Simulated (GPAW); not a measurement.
A run of GPAW 26.7.0 is set up as follows.

File run.py:

```python
from ase.dft.bandgap import bandgap
from ase.io import write
from ase.spacegroup import crystal
from ase.units import GPa
from gpaw import GPAW, PW

# Zn 4c
# S 4a
atoms = crystal(['Zn', 'S'],
                basis=[[0.25, 0.25, 0.25],
                       [0.0, 0.0, 0.0]],
                spacegroup=216, setting=1,  # F-43m
                cellpar=[5.404, 5.404, 5.404, 90.0, 90.0, 90.0],
                primitive_cell=True)

calc = GPAW(mode=PW(600),
            xc='MGGA_X_SCAN+MGGA_C_SCAN',
            kpts={'size': (7, 7, 7), 'gamma': True},
            occupations={'name': 'fermi-dirac', 'width': 0.05},
            nbands=18,
            convergence={'density': 1e-05, 'energy': 1e-05},
            maxiter=150,
            txt='gpaw.txt')
atoms.calc = calc
energy = atoms.get_potential_energy()
forces = atoms.get_forces()
stress = atoms.get_stress()
calc.write('gs.gpw')
write('result.traj', atoms)
print(f'Energy: {energy:.6f} eV')
print('Forces (eV/A):')
print(forces.round(4))
print('Stress (GPa):', (stress / GPa).round(3))
print('Fermi level:', round(calc.get_fermi_level(), 4), 'eV')
print(f'Gap: {bandgap(calc)[0]:.4f} eV, direct: {bandgap(calc, direct=True)[0]:.4f} eV')

path = atoms.cell.bandpath('GXWKGLUWLK,UX', npoints=60, eps=1e-4)
bs_calc = calc.fixed_density(kpts=path, symmetry='off', nbands=28,
                             convergence={'bands': 'CBM+6.0', 'eigenstates': 1e-6}, txt='bands.txt')
bs = bs_calc.band_structure()
bs.write('bs.json')
print(f'Gap on the path: {bandgap(bs_calc)[0]:.4f} eV')
```

Potentials or basis: GPAW PAW data sets (gpaw-data 1.2.1), pw.

Command:

```console
$ OMP_NUM_THREADS=1 python run.py
```

Q: Predict the band gap along the path.

A: 2.60 eV, direct.

Q: Predict the pressure.

A: -1.5 GPa.

Q: What does it give for the band gap on the k mesh?

A: 2.60 eV, direct.

Levels at the corners of the path, in eV from the valence-band top:
| point | band 7 | band 8 | band 9 | band 10 | band 11 | band 12 |
| --- | --- | --- | --- | --- | --- | --- |
| Γ | 0.00 | 0.00 | 0.00 | 2.60 | 6.85 | 6.85 |
| X | -4.62 | -2.29 | -2.29 | 3.70 | 4.44 | 11.68 |
| W | -4.66 | -2.82 | -2.79 | 6.02 | 6.54 | 8.42 |
| K | -4.70 | -3.19 | -1.86 | 4.48 | 6.39 | 9.90 |
| Γ | 0.00 | 0.00 | 0.00 | 2.60 | 6.85 | 6.85 |
| L | -5.42 | -0.89 | -0.89 | 3.76 | 7.36 | 7.36 |
| U | -4.70 | -3.19 | -1.86 | 4.48 | 6.39 | 9.90 |
| W | -4.66 | -2.82 | -2.79 | 6.02 | 6.54 | 8.42 |
| L | -5.42 | -0.89 | -0.89 | 3.76 | 7.36 | 7.36 |
| K | -4.70 | -3.19 | -1.86 | 4.48 | 6.39 | 9.90 |
| U | -4.70 | -3.19 | -1.86 | 4.48 | 6.39 | 9.90 |
| X | -4.62 | -2.29 | -2.29 | 3.70 | 4.44 | 11.68 |

Caveat: the PAW data sets were made with another functional, which shifts forces and pressure a little.

**Measured values to compare with.**

“Electronic, vibrational, and thermodynamic properties of ZnS (zincblende and rocksalt structure)”, 2009, arxiv:0911.5022 quotes, for a bulk crystal of ZnS at 19 K: band gap 3.85 eV (direct).

A measured gap of ZnS is 3.85 eV (direct; 19 K; quoted in “Electronic, vibrational, and thermodynamic properties of ZnS (zincblende and rocksalt structure)”, 2009, arxiv:0911.5022); the calculated 2.60 eV misses it by -1.25 eV. The value is that of SCAN, without temperature or zero-point motion.
